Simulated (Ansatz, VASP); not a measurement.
## BAs: VASP beside Ansatz

INCAR

```
AGGAC = 1.0
AGGAX = 1.0
ALDAC = 0.0
ALDAX = 1.0
ALGO = Normal
EDIFF = 1E-7
ENCUT = 520
GGA = B5
ISIF = 2
ISMEAR = -1
LASPH = T
LCHARG = F
LREAL = F
LWAVE = F
NBANDS = 11
NELM = 100
PREC = Accurate
SIGMA = 0.05
```

File KPOINTS:

```
k-points
0
Gamma
  10 10 10
```

POSCAR

```
BAs
1.0
    0.0000000000      2.3885000000      2.3885000000
    2.3885000000      0.0000000000      2.3885000000
    2.3885000000      2.3885000000      0.0000000000
As B
1 1
Direct
    0.7500000000      0.7500000000      0.7500000000
    0.0000000000      0.0000000000      0.0000000000
```

input.yaml

```yaml
crystal:
  lattice:
    - [0.0, 2.3885, 2.3885]
    - [2.3885, 0.0, 2.3885]
    - [2.3885, 2.3885, 0.0]
  atoms:
    - { symbol: As, position: [0.75, 0.75, 0.75] }
    - { symbol: B, position: [0.0, 0.0, 0.0] }
kpoints:
  mp_grid: { grid: [10, 10, 10] }
  band_path:
    path:
      - [0.0, 0.0, 0.0]
      - [0.5, 0.0, 0.5]
      - [0.5, 0.25, 0.75]
      - [0.375, 0.375, 0.75]
      - [0.0, 0.0, 0.0]
      - [0.5, 0.5, 0.5]
      - [0.625, 0.25, 0.625]
      - [0.5, 0.25, 0.75]
    npoints: 8
scf:
  occupations: { method: fermi_dirac, width: 0.05 }
hamiltonian:
  xc: blyp
  pseudopotentials: { kind: all_electron, lapw: { basis_error: 0.001 } }
output:
  forces: true
  stress: true
  eigenvalues: true
```

Alike in both runs: functional BLYP; k mesh 10 × 10 × 10; occupations fermi-dirac, width 0.05 eV; no spin polarisation.

|  | VASP | Ansatz |
| --- | --- | --- |
| version | VASP 6.6.1 | Ansatz 0.2.0 |
| potentials or method | VASP PAW PBE potentials, release 64 (As, B) | all-electron LAPW, scalar-relativistic |
| plane-wave cutoff (eV) | 520 | see its input |
| task | single point | band structure |

```csv
,VASP,Ansatz,Ansatz less VASP
gap on the k mesh at the Fermi level (eV),1.41,1.41,+0.006
least direct gap on the mesh (eV),3.37,3.37,-0.002
pressure (GPa),8.7,7.9,-0.84
```

Ansatz ran all-electron here, so the differences hold the error of VASP's frozen core and of both bases.

Caveats: the PAW data sets were made with another functional, which shifts forces and pressure a little (VASP). BLYP gaps usually lie below the measured ones, often by a third to a half. A k mesh can miss the band edges.
